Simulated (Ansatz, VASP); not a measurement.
# SnSe: VASP beside Ansatz

One calculation is typed for both programs; each brings its own data sets and cutoff. How far apart do they land? The cell is generated by rule, not measured, and may not be a known phase. The cell is taken from a series of VASP runs on this material, whose earlier steps may have relaxed, scaled or displaced it; both programs get it as it stands.

Main program and level: Ansatz 0.2.0; plane waves, with VASP 6.6.1 beside it; band structure at PBE, spin-orbit coupling.

The structure was built from a prototype and need not be the compound's stable phase.

## Step 1: The starting structure

The structure is cubic, space group F-43m (No. 216). Conventional cell: a = 6.051 Å, b = 6.051 Å, c = 6.051 Å, α = 90.00°, β = 90.00°, γ = 90.00°. Nearest to Sn lie 4 Se at 2.62 Å. Nearest to Se lie 4 Sn at 2.62 Å. Farther neighbours and most contacts between anions are not listed.

## Step 2: VASP: band structure, PBE, spin-orbit coupling

A single point gives forces, pressure and levels at one fixed geometry, so differences don't come from the geometry; what else differs is listed under the comparison.

Lines of VASP's logs that name or quote its potential files are left out, and so is its time.

INCAR reads:

```
SYSTEM = SnSe
PREC = Accurate
ENCUT = 400
EDIFF = 1E-06
NELM = 100
ISMEAR = 0
SIGMA = 0.02
LREAL = .FALSE.
ALGO = Normal
GGA = PE
LNONCOLLINEAR = .TRUE.
MAGMOM = 0 0 0 0 0 0
NBANDS = 32
GGA_COMPAT = .FALSE.
LASPH = .TRUE.
LSORBIT = .TRUE.
LORBIT = 11
LWAVE = .FALSE.
LCHARG = .FALSE.
KPAR = 4
ISIF = 2
```

POSCAR reads:

```
SnSe
1.0
    0.0000000000      3.0253200000      3.0253200000
    3.0253200000      0.0000000000      3.0253200000
    3.0253200000      3.0253200000      0.0000000000
Sn Se
1 1
Direct
    0.0000000000      0.0000000000      0.0000000000
    0.2500000000      0.2500000000      0.2500000000
```

KPOINTS reads:

```
Automatic mesh
0
Gamma
8 8 8
0 0 0
```

KPOINTS_OPT reads:

```
Line mode
16
Line-mode
Reciprocal
  0.00000000   0.00000000   0.00000000 GAMMA
  0.50000000   0.00000000   0.50000000 X

  0.50000000   0.00000000   0.50000000 X
  0.50000000   0.25000000   0.75000000 W

  0.50000000   0.25000000   0.75000000 W
  0.37500000   0.37500000   0.75000000 K

  0.37500000   0.37500000   0.75000000 K
  0.00000000   0.00000000   0.00000000 GAMMA

  0.00000000   0.00000000   0.00000000 GAMMA
  0.50000000   0.50000000   0.50000000 L

  0.50000000   0.50000000   0.50000000 L
  0.62500000   0.25000000   0.62500000 U

  0.62500000   0.25000000   0.62500000 U
  0.50000000   0.25000000   0.75000000 W

  0.50000000   0.25000000   0.75000000 W
  0.50000000   0.50000000   0.50000000 L

  0.50000000   0.50000000   0.50000000 L
  0.37500000   0.37500000   0.75000000 K

  0.62500000   0.25000000   0.62500000 U
  0.50000000   0.00000000   0.50000000 X
```

Potentials, in the order of the species: Sn_d and Se (PBE family, release 64).

Command:

```console
$ mpirun -np 4 vasp_ncl
```

Numbers of over 12 decimals in the logs are rounded to 6 here.

The log of the run:

```text
[banner, memory and clock lines left out]
running    4 mpi-ranks, on    1 nodes
 distrk:  each k-point on    1 cores,    4 groups
 distr:  one band on    1 cores,    1 groups

 POSCAR found type information on POSCAR SnSe
 POSCAR found :  2 types and       2 ions
 LDA part: xc-table for (Slater+PW92), standard interpolation
 POSCAR, INCAR and KPOINTS ok, starting setup
 FFT: planning ... GRIDC
 FFT: planning ... GRID_SOFT
 FFT: planning ... GRID
 WAVECAR not read
 entering main loop
       N       E                     dE             d eps       ncg     rms          rms(c)
DAV:   1     0.175434555785E+03    0.17543E+03   -0.80331E+03  2896   0.134E+03
DAV:   2     0.174548173503E+02   -0.15798E+03   -0.15153E+03  2840   0.409E+02
DAV:   3    -0.594162653163E+01   -0.23396E+02   -0.22901E+02  3344   0.135E+02
DAV:   4    -0.693501406718E+01   -0.99339E+00   -0.99119E+00  3248   0.314E+01
DAV:   5    -0.696278377158E+01   -0.27770E-01   -0.27768E-01  3856   0.520E+00    0.623E+00
DAV:   6    -0.679704002301E+01    0.16574E+00   -0.27214E-01  3776   0.347E+00    0.387E+00
DAV:   7    -0.678684169652E+01    0.10198E-01   -0.87369E-02  3120   0.144E+00    0.147E+00
DAV:   8    -0.678540720918E+01    0.14345E-02   -0.43838E-03  3400   0.623E-01    0.665E-01
DAV:   9    -0.678548218320E+01   -0.74974E-04   -0.89346E-04  3608   0.182E-01    0.689E-02
DAV:  10    -0.678548604322E+01   -0.38600E-05   -0.14084E-04  3808   0.144E-01    0.316E-02
DAV:  11    -0.678550107963E+01   -0.15036E-04   -0.28906E-05  3072   0.356E-02    0.145E-02
DAV:  12    -0.678550339453E+01   -0.23149E-05   -0.86682E-06  3376   0.332E-02    0.441E-03
DAV:  13    -0.678550376535E+01   -0.37082E-06   -0.68642E-07  2568   0.751E-03
   1 F= -.67855038E+01 E0= -.67853596E+01  d E =-.288361E-03  mag=    -0.0000    -0.0000     0.0000
 Start KPOINTS_OPT (optional k-point list driver)
k-point batch [1-43\160]
       N       E                     dE             ncg
DAV:   1     0.651546786586E+03   -0.19430E+05     2968
DAV:   2    -0.603867791461E+04   -0.66902E+04     2824
DAV:   3    -0.701605639326E+04   -0.97738E+03     3392
DAV:   4    -0.705813688277E+04   -0.42080E+02     3240
DAV:   5    -0.705936463344E+04   -0.12278E+01     4080
DAV:   6    -0.705938493145E+04   -0.20298E-01     3544
DAV:   7    -0.705938590333E+04   -0.97188E-03     4144
DAV:   8    -0.705938591419E+04   -0.10853E-04     2920
DAV:   9    -0.705938591448E+04   -0.29558E-06     2184
[...]
k-point batch [130-160\160]
       N       E                     dE             ncg
DAV:   1     0.656277658427E+04   -0.16628E+05     2128
DAV:   2     0.168508311088E+04   -0.48777E+04     2072
DAV:   3     0.995933069087E+03   -0.68915E+03     2392
DAV:   4     0.967484886743E+03   -0.28448E+02     2432
DAV:   5     0.966666958040E+03   -0.81793E+00     2744
DAV:   6     0.966647794496E+03   -0.19164E-01     2632
DAV:   7     0.966646727224E+03   -0.10673E-02     2824
DAV:   8     0.966646717043E+03   -0.10181E-04     2256
DAV:   9     0.966646716528E+03   -0.51452E-06     1528
```

Parts of OUTCAR (step 2):

```text
ion  position               nearest neighbor table
   1  0.000  0.000  0.000-   2 2.62   2 2.62   2 2.62   2 2.62
   2  0.250  0.250  0.250-   1 2.62   1 2.62   1 2.62   1 2.62

  LATTYP: Found a face centered cubic cell.
 ALAT       =     6.0506400000

 Subroutine GETGRP returns: Found 24 space group operations
 (whereof 24 operations were pure point group operations)

The static configuration has the point symmetry T_d .

 Found     43 irreducible k-points:

   k-points           NKPTS =     43   k-points in BZ     NKDIM =     43   number of bands    NBANDS=     32

   dimension x,y,z NGX =    28 NGY =   28 NGZ =   28
   dimension x,y,z NGXF=    56 NGYF=   56 NGZF=   56

   ENCUT  =  400.0 eV  29.40 Ry    5.42 a.u.   6.98  6.98  6.98*2*pi/ulx,y,z

   NELECT =      20.0000    total number of electrons

 k-points in reciprocal lattice and weights: Automatic mesh
   0.00000000  0.00000000  0.00000000       0.002
   0.12500000  0.00000000  0.00000000       0.008
  -0.12500000  0.00000000  0.00000000       0.008
   0.25000000  0.00000000  0.00000000       0.008
  -0.25000000  0.00000000  0.00000000       0.008
   0.37500000  0.00000000  0.00000000       0.008
  -0.37500000  0.00000000  0.00000000       0.008
   0.50000000  0.00000000  0.00000000       0.008
   0.12500000  0.12500000  0.00000000       0.012
[...]
-0.37500000  0.50000000  0.12500000       0.023
  -0.25000000  0.50000000  0.25000000       0.012

 average (electrostatic) potential at core
       1-101.4824       2 -53.2728

 E-fermi :   6.0539

 k-point     1 :       0.0000    0.0000    0.0000
  band No.  band energies     occupation
    ...
     16       2.5222      1.00000
     17       2.9426      1.00000
     18       2.9426      1.00000
     19       2.9426      1.00000
     20       2.9426      1.00000
     21       7.0112      0.00000
     22       7.0112      0.00000
     23       7.5582      0.00000
     24       7.5582      0.00000
     25       7.5582      0.00000
    ...

 k-point     2 :       0.1250    0.0000    0.0000
  band No.  band energies     occupation
    ...
     16       2.5051      1.00000
     17       2.8002      1.00000
     18       2.8058      1.00000
     19       3.5777      1.00000
     20       3.5777      1.00000
     21       7.2270      0.00000
     22       7.2270      0.00000
     23       7.6227      0.00000
     24       7.6227      0.00000
     25       7.7901      0.00000
    ...

 k-point     3 :      -0.1250    0.0000    0.0000
  band No.  band energies     occupation
    ...
     16       2.5051      1.00000
     17       2.8002      1.00000
     18       2.8058      1.00000
     19       3.5777      1.00000
     20       3.5777      1.00000
     21       7.2270      0.00000
     22       7.2270      0.00000
     23       7.6227      0.00000
     24       7.6227      0.00000
     25       7.7901      0.00000
    ...

  Total        6.4978075      6.4978075      6.4978075      0.0000000      0.0000000      0.0000000
  in kB      187.9894473    187.9894473    187.9894473      0.0000000      0.0000000      0.0000000
  external PRESSURE =     187.9894473 kB  Pullay stress =       0.0000000 kB

  energy-cutoff  :      400.00
  volume of cell :       55.38
      direct lattice vectors                 reciprocal lattice vectors
     0.000000000  3.025320000  3.025320000    -0.165271773  0.165271773  0.165271773
     3.025320000  0.000000000  3.025320000     0.165271773 -0.165271773  0.165271773
     3.025320000  3.025320000  0.000000000     0.165271773  0.165271773 -0.165271773

 POSITION                                       TOTAL-FORCE (eV/Angst)
 -----------------------------------------------------------------------------------
      0.00000      0.00000      0.00000         0.000000      0.000000     -0.000000
      1.51266      1.51266      1.51266        -0.000000     -0.000000      0.000000
 -----------------------------------------------------------------------------------
    total drift:                                0.000000      0.000000      0.000000

  FREE ENERGIE OF THE ION-ELECTRON SYSTEM (eV)
  ---------------------------------------------------
  free  energy   TOTEN  =        -6.7855037653 eV

  energy  without entropy=       -6.7852154047  energy(sigma->0) =       -6.78535959

 Spin-Orbit-Coupling matrix elements
 Ion:    1  E_soc:     -0.0939104
 Ion:    2  E_soc:     -0.0534378

 total charge
# of ion       s       p       d       tot
------------------------------------------
    1        1.369   0.926  10.034  12.329
    2        1.517   2.355   0.054   3.926
--------------------------------------------------
tot          2.886   3.281  10.088  16.255

 magnetization (x)
# of ion       s       p       d       tot
------------------------------------------
    1        0.000  -0.000   0.000   0.000
    2       -0.000   0.000  -0.000   0.000
--------------------------------------------------
tot          0.000   0.000  -0.000   0.000

 magnetization (y)
# of ion       s       p       d       tot
------------------------------------------
    1        0.000   0.000   0.000   0.000
    2        0.000   0.000   0.000   0.000
--------------------------------------------------
tot          0.000   0.000   0.000   0.000

 magnetization (z)
# of ion       s       p       d       tot
------------------------------------------
    1       -0.000  -0.000   0.000  -0.000
    2       -0.000  -0.000  -0.000  -0.000
--------------------------------------------------
tot         -0.000  -0.000  -0.000  -0.000

[... 3 further parts left out ...]
```

The run ends at a pressure of 18.80 GPa.

## Step 3: Ansatz: band structure, PBE, spin-orbit coupling

Ansatz runs on its fully relativistic PAW (standard-fr) files.

The same cell, functional, mesh and smearing now go to Ansatz, which takes its cutoff from its data sets.

input.yaml reads:

```yaml
crystal:
  lattice:
    - [0.0, 3.02532, 3.02532]
    - [3.02532, 0.0, 3.02532]
    - [3.02532, 3.02532, 0.0]
  atoms:
    - { symbol: Sn, position: [0.0, 0.0, 0.0] }
    - { symbol: Se, position: [0.25, 0.25, 0.25] }
hamiltonian:
  xc: pbe
  pseudopotentials: { kind: paw_fr }
magnetization:
  noncollinear: true
  spin_orbit: true
kpoints:
  mp_grid: { grid: [8, 8, 8] }
  band_path:
    path:
      - [0.0, 0.0, 0.0]
      - [0.16667, 0.0, 0.16667]
      - [0.33333, 0.0, 0.33333]
      - [0.5, 0.0, 0.5]
      - [0.5, 0.08333, 0.58333]
      - [0.5, 0.18333, 0.68333]
      - [0.5, 0.25, 0.75]
      - [0.45, 0.3, 0.75]
      - [0.40833, 0.34167, 0.75]
      - [0.35, 0.35, 0.7]
      - [0.225, 0.225, 0.45]
      - [0.075, 0.075, 0.15]
      - [0.03333, 0.03333, 0.03333]
      - [0.23333, 0.23333, 0.23333]
      - [0.4, 0.4, 0.4]
      - [0.51667, 0.46667, 0.51667]
      - [0.55833, 0.38333, 0.55833]
      - [0.60833, 0.28333, 0.60833]
      - [0.60833, 0.25, 0.64167]
      - [0.55833, 0.25, 0.69167]
      - [0.51667, 0.25, 0.73333]
      - [0.5, 0.3, 0.7]
      - [0.5, 0.38333, 0.61667]
      - [0.5, 0.48333, 0.51667]
      - [0.475, 0.475, 0.55]
      - [0.425, 0.425, 0.65]
      - [0.38333, 0.38333, 0.73333]
      - [0.59167, 0.18333, 0.59167]
      - [0.55, 0.1, 0.55]
      - [0.5, 0.0, 0.5]
    npoints: 1
scf:
  occupations: { method: gaussian, width: 0.02 }
  n_extra_bands: 14
output:
  forces: true
  stress: true
  eigenvalues: true
```

Command:

```console
$ ansatz run input.yaml --threads 2 --pin off --max-ram 4608MiB --backend cpu --events-out ev --progress --plain --runs-dir out
```

The log of the run:

```text
scf.n_extra_bands = 14 over 30 filled bands (N_el = 30.0): the run solves 44 bands
Engine: ansatz 0.2.0, aarch64-unknown-linux-gnu
Pseudopotentials: kind: paw_fr
Pseudopotential: Sn, paw_fr, valence charge 14, recommended cutoff 420 eV (normal), Sn.paw.azcp#standard-fr
Pseudopotential: Se, paw_fr, valence charge 16, recommended cutoff 420 eV (normal), Se.paw.azcp#standard-fr
Functional definition: PBE
  parameter kappa = 0.804
  parameter beta = 0.066725
  exchange = pbe_x(kappa = kappa, mu = beta*pi^2/3)
  correlation = pbe_c(beta = beta)
non-collinear run that drives no moment, with spin-orbit: no starting moment large enough to seed its density (crystal.atoms[].spin), no starting occupations that ask for one, no magnetisation constraint and no magnetic field, so the semilocal B_xc is pinned to zero
Crystal: 2 atoms, lattice volume = 55.379 Å³
Basis set: ecut = 420 eV, 1067 PW (Γ), exchange–correlation on 60×60×60 points (8 copies of the dense FFT grid, shifted against one another)
Bands: 44, of which v1, the nominal top of the filled ones, is band 30 counted from 1 (29 counted from 0)
Symmetry: 24 space group operations + 24 with time reversal
Magnetic group: BNS 216.75 (UNI 1577), of the structure as read, at distance tolerance 3.8e-5 Å
k-points: 29 of 512 (time reversal used)
Projection manifold: j_resolved (fully-relativistic pseudo-atomic orbitals)
Non-local potential: Sn, projectors of the file, l = 0: 2, l = 1: 4, l = 2: 4, l = 3: 4
Non-local potential: Se, projectors of the file, l = 0: 2, l = 1: 4, l = 2: 6, l = 3: 2
PAW form: soft (Blöchl's): semilocal exchange-correlation on the pseudo side does not see the compensation charge
PAW one-centre angular grid: Sn, 590 points (default); XC on 64 Gauss nodes
PAW one-centre angular grid: Se, 590 points (default); XC on 96 Gauss nodes
Initial density: superposition of atomic densities (chi_scale 0.1, normalization cell, long waves kept (reshape's long-wave potential 0.00 eV rms))
Initial wavefunctions: pseudopotential atomic-orbital guess
Functional: x = pbe(κ = 0.804, μ = 0.219515), c = pbe(β = 0.066725)
SCF iter   1: F=—  HF=-11495.167193 eV  |F-HF|=—  |Δ(HF+E_count)|=         —  Δρ=2.57e-2  dr2=4.58e-1  dr2_m=0.00e0 (ungated)  ethr=3.10e-3  |M|=0.00e0 ∫|m|=0.00e0 μB  |m|>n=0.0e0 m-floor=0.0e0 τ_xc=0.0e0  β_m=0.30  ⟨swp⟩=8.6  Hψ=7326  notcnv=0  defer=38
preconditioner: auto → none  [insulator: Δε(μ)=0.040 eV  Ē_g=12.332 eV  σ=0.020 eV  W_gap=0.58  n_scr=14 (ndim 8)  ℏωp=15.8 eV  f_vac=0.023  D(μ)=1.26/eV (n_scr^D=8)  ε∞_Penn≈2.6]
SCF iter   2: F=—  HF=-11495.015559 eV  |F-HF|=—  |Δ(HF+E_count)|=   1.52e-1  Δρ=1.44e-2  dr2=1.08e-1  dr2_m=0.00e0 (ungated)  ethr=1.53e-3  |M|=0.00e0 ∫|m|=0.00e0 μB  |m|>n=0.0e0 m-floor=0.0e0 τ_xc=0.0e0  β_m=0.41  ⟨swp⟩=3.4  Hψ=2260  notcnv=0  defer=208
SCF iter   3: F=—  HF=-11494.974566 eV  |F-HF|=—  |Δ(HF+E_count)|=   4.10e-2  Δρ=5.23e-3  dr2=1.11e-2  dr2_m=0.00e0 (ungated)  ethr=3.59e-4  |M|=0.00e0 ∫|m|=0.00e0 μB  |m|>n=0.0e0 m-floor=0.0e0 τ_xc=0.0e0  β_m=0.51  ⟨swp⟩=3.2  Hψ=1856  notcnv=0  defer=208
SCF iter   4: F=—  HF=-11494.970150 eV  |F-HF|=—  |Δ(HF+E_count)|=   4.42e-3  Δρ=8.31e-4  dr2=2.74e-4  dr2_m=0.00e0 (ungated)  ethr=3.70e-5  |M|=0.00e0 ∫|m|=0.00e0 μB  |m|>n=0.0e0 m-floor=0.0e0 τ_xc=0.0e0  β_m=0.54  ⟨swp⟩=2.9  Hψ=2075  notcnv=0  defer=208
SCF iter   5: F=—  HF=-11494.970101 eV  |F-HF|=—  |Δ(HF+E_count)|=   4.89e-5  Δρ=1.48e-4  dr2=6.49e-6  dr2_m=0.00e0 (ungated)  ethr=9.12e-7  |M|=0.00e0 ∫|m|=0.00e0 μB  |m|>n=0.0e0 m-floor=0.0e0 τ_xc=0.0e0  β_m=0.69  ⟨swp⟩=2.8  Hψ=2118  notcnv=0  defer=208
SCF iter   6: F=—  HF=-11494.970110 eV  |F-HF|=—  |Δ(HF+E_count)|=   9.31e-6  Δρ=2.96e-5  dr2=2.80e-7  dr2_m=0.00e0 (ungated)  ethr=2.16e-8  |M|=0.00e0 ∫|m|=0.00e0 μB  |m|>n=0.0e0 m-floor=0.0e0 τ_xc=0.0e0  β_m=0.71  ⟨swp⟩=2.0  Hψ=2072  notcnv=0  defer=208
SCF iter   7: F=-11494.970110 eV  HF=-11494.970110 eV  |F-HF|=2.22e-9  |Δ(HF+E_count)|=   3.42e-8  Δρ=4.46e-6  dr2=6.28e-9  dr2_m=0.00e0 (ungated)  ethr=3.33e-10  |M|=0.00e0 ∫|m|=0.00e0 μB  |m|>n=0.0e0 m-floor=0.0e0 τ_xc=0.0e0  ⟨swp⟩=10.8  Hψ=6625  notcnv=0
SCF 1 converged in 7 iterations: F = -11494.970110 eV  dr2 = 6.28e-9
  greatest PAW one-centre occupation: 0.999 electrons in one spin orbital (limit 2), on the Se atom at site 1 (counted from 0), in its partial waves of l = 2
NSCF: frozen V_eff on 30 k-points
SCF converged after 7 iterations
Magnetization: |M| = 0.0000 μB,  M = (+0.0000, +0.0000, +0.0000) μB
Absolute magnetization: 0.0000 μB (∫|m|)
  site 0: m = (+0.0000, +0.0000, +0.0000) μB, |m| = 0.0000 μB  (R = 1.08 Å)
  site 1: m = (+0.0000, +0.0000, +0.0000) μB, |m| = 0.0000 μB  (R = 1.08 Å)
Free energy (F): -11494.970110 eV
Harris-Foulkes:  -11494.970110 eV  (|F-HF|=2.22e-9)
Internal energy: -11494.969827 eV  (E = F + TS)
E sigma→0 (E₀):  -11494.969969 eV
Entropy (-TS):   -0.000283 eV (-0.142 meV/atom)
Fermi energy:    9.481957 eV
--- Per-component energies (eV) ---
  E_band       = -486.522549
  E_kinetic    = 310.444768
  E_local      = -3653.899033  (includes V_loc(G=0)·N_el)
  E_nonlocal   = -627.837613
  E_hartree    = 1906.904094
  E_xc         = -490.432098
  E_vxc        = -198.322278  (∫ρ·V_xc dr)
  E_paw        = -6046.692004  (= ΣΔE_a)
  E_vpaw       = -130.713575  (= ΣTr[D̂ρ^β])
  E_aug_tail   = -0.000592  (compensation charges beyond the density's cutoff)
  E_ewald      = -2893.457348
  E_smearing   = -0.000283  (= −TS)
  E_closure    = -0.000000  (closes the sum)
  Σ components = -11494.970110   (vs F -11494.970110, Δ=0.00e0)
--- Forces (eV/Å), atoms counted from 1 ---
  atom   1  Sn    -0.00000000     0.00000000     0.00000000
  atom   2  Se     0.00000000    -0.00000000     0.00000000
  max |Σ_I F_I| component: 4.07e-16 eV/Å
--- Stress (GPa, compression-positive) ---
       18.748118      -0.000000      -0.000000
        0.000000      18.748118       0.000000
       -0.000000       0.000000      18.748118
  P = ⅓ Tr σ = 18.7481 GPa (187.481 kbar)
--- Band table (eV; the first three rows and the last of 29) ---
  k-point 0: bands = [... 26 lower, 6.3693, 6.3693, 6.3693, 6.3693, 10.4288, 10.4288, 10.9921, 10.9921, ... 10 higher]
  k-point 1: bands = [... 26 lower, 6.2273, 6.2328, 7.0027, 7.0027, 10.6465, 10.6465, 11.0547, 11.0547, ... 10 higher]
  k-point 2: bands = [... 26 lower, 5.9370, 5.9440, 7.3414, 7.3414, 11.2532, 11.2532, 11.6328, 11.6341, ... 10 higher]
  k-point 28: bands = [... 26 lower, 3.9986, 4.1073, 10.0711, 10.2932, 11.2755, 11.3232, 11.3990, 11.7597, ... 10 higher]
```

Run time: 25 s. Hardware: 2 threads of Arm Neoverse N1, shared host; peak memory 0.53 GiB; 48 s of CPU time.

## Step 4: Side by side

Known differences besides the potentials themselves: spin-orbit coupling enters by fully relativistic files in Ansatz and inside the spheres in VASP; the data sets hold 30 valence electrons in Ansatz (fully relativistic PAW (standard-fr) files) and 20 in VASP; the cutoff is 420 eV in Ansatz and 400 eV in VASP. Total energies have different zeros and are not compared.

Compared:

```csv
quantity,Ansatz,VASP,difference
pressure (GPa),18.75,18.80,-0.05
```

Levels from 3 eV below to 2 eV above the Fermi level differ by 3 meV r.m.s. and 10 meV at most; each VASP level is matched to the nearest of Ansatz, which flatters the figure a little. Ansatz's pressure holds a Pulay correction of 0.04 GPa; VASP's holds none.

## Step 5: Results

```
r.m.s. difference of levels near the Fermi level (band structure, PBE, spin-orbit coupling) : 3.4 meV
```

What this shows: The r.m.s. difference of levels near the Fermi level is 3.4 meV (band structure, PBE, spin-orbit coupling), within the 80 meV picked in this series as the mark of a large difference. 1 further run of this series is not shown here. Such differences can come from data sets, numerical settings and the points named under the comparisons, not from the functional's error against experiment.

[Lines on the potential files, build, host, timing and source positions are cut from VASP's logs without a mark.]

[Logs are printed without paths, hosts, clocks, repeated set-up lines and the standing remarks that a program may print on its own settings, such as how far it seeks lower states.]

[Hosts, paths, dates, database ids (printed as entryN), source tags and the programs' standing remarks are cut or masked in the printed files.]
